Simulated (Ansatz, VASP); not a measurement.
KCl (Sylvite) in VASP and in Ansatz

```xyz
2
Lattice="0.0000 3.1448 3.1448 3.1448 0.0000 3.1448 3.1448 3.1448 0.0000" Properties=species:S:1:pos:R:3 pbc="T T T"
K     0.0000    0.0000    0.0000
Cl    3.1448    3.1448    3.1448
```

Alike in both runs: task single point; functional r2SCAN; dispersion D4; k mesh 6 × 6 × 6; no spin polarisation.

```csv
,VASP,Ansatz
version,VASP 6.6.1,Ansatz 0.2.0
potentials or method,"VASP PAW PBE potentials, release 64 (K_sv, Cl)",plane waves
plane-wave cutoff (eV),520,500
occupations,"gaussian, width 0.01 eV",fixed
valence electrons in the cell,16,16
```

```csv
,VASP,Ansatz,Ansatz less VASP
gap on the k mesh at the Fermi level (eV),5.84,5.83,-0.004
pressure (GPa),-0.2,-0.2,+0.03
dispersion energy (meV/atom),-41.4,-41.5,-0.08
```

Caveats: the PAW data sets were made with another functional, which shifts forces and pressure a little (VASP). r2SCAN opens gaps a little over a GGA but as a rule still falls short of measured ones.
